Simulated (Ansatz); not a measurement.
FeO (Wuestite):

```xyz
2
Lattice="1.5188 0.8769 2.5196 -1.5188 0.8769 2.5196 0.0000 -1.7538 2.5196" Properties=species:S:1:pos:R:3 pbc="T T T"
Fe    0.0000    0.0000    0.0000
O     0.0000    0.0000    3.7794
```

Base run:

```yaml
Program: Ansatz 0.2.0
Functional: PBEsol
Potentials_or_basis: Ansatz PAW
Cutoff: 420 eV
Density_cutoff: 1680 eV
k_mesh: 11 × 11 × 11
Occupations: fermi-dirac, width 0.05 eV
Spin: collinear spin, ferromagnetic start
Starting_moments: "[3.0, 0.0] μB"
```

Its results: band gap on the k mesh none (metal or under the smearing width); pressure -9.4 GPa; net moment 4.00 μB per cell; site moments Fe +3.44; O +0.32 μB.

After a change of settings the same cell gave: band gap on the k mesh none (metal or under the smearing width); pressure 4.3 GPa; net moment 4.00 μB per cell; site moments Fe +3.46; O +0.32 μB. Which change was it?
A. functional from PBEsol to r2SCAN; cutoff from 420 eV to 500 eV; density cutoff from 1680 eV to 2000 eV; k mesh from 11 × 11 × 11 to 9 × 9 × 9
B. functional from PBEsol to RPBE; occupations from fermi-dirac, width 0.05 eV to gaussian, width 0.1 eV
C. functional from PBEsol to LDA
D. functional from PBEsol to LDA; k mesh from 11 × 11 × 11 to 9 × 9 × 9

B.

Caveats: a cell with one magnetic atom can't hold antiferromagnetic order, which such compounds often take; semilocal functionals often make such compounds metallic where correlation or magnetic order opens a gap, which also shifts bond lengths; the PAW data sets come from PBE, with cores solved anew for the run's functional, which leaves a small shift of forces and pressure; the potentials were made for another functional, which shifts forces and pressure (some runs).

Not every run made on this cell is shown here.
